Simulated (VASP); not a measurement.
A run of VASP 6.6.1 is set up as follows.

The input INCAR:

```
SYSTEM = Nb
ALGO = Normal ; EDIFF = 1E-7
EDIFFG = -0.005 ; ENCUT = 600
GGA = PS ; IBRION = 2
ISIF = 3 ; ISMEAR = 0
LASPH = .True. ; LCHARG = .False.
LREAL = .False. ; LWAVE = .False.
NELM = 60 ; NSW = 90
PREC = Accurate ; SIGMA = 0.1
```

File KPOINTS:

```
k-points
0
Gamma
  6 6 4
  0 0 0
```

The input POSCAR:

```
Nb
1.0
    2.9416827500      0.0000000000      0.0000000000
   -1.4708413800      2.5475719900      0.0000000000
    0.0000000000      0.0000000000      4.8037679400
Nb
2
Direct
    0.3333333300      0.6666666700      0.2500000000
    0.6666666700      0.3333333300      0.7500000000
```

Potentials or basis: VASP PAW PBE potentials, release 64 (Nb_sv).

Launch:

```console
$ cat potpaw_PBE.64/Nb_sv/POTCAR > POTCAR
$ mpirun -np 1 vasp_std > vasp.out
```

(1) Estimate the band gap on the k mesh.

(2) Estimate the space group after relaxing (to 0.05 Å).

(3) Estimate the relaxed cell.

Results:

(1) none (metal or under the smearing width).

(2) P6_3/mmc (No. 194).

(3) a = 2.800 Å, b = 2.800 Å, c = 5.254 Å, α = 90.00°, β = 90.00°, γ = 120.00°.

Caveat: the k mesh is coarse (spacing up to 0.41 Å⁻¹), so the values aren't converged.
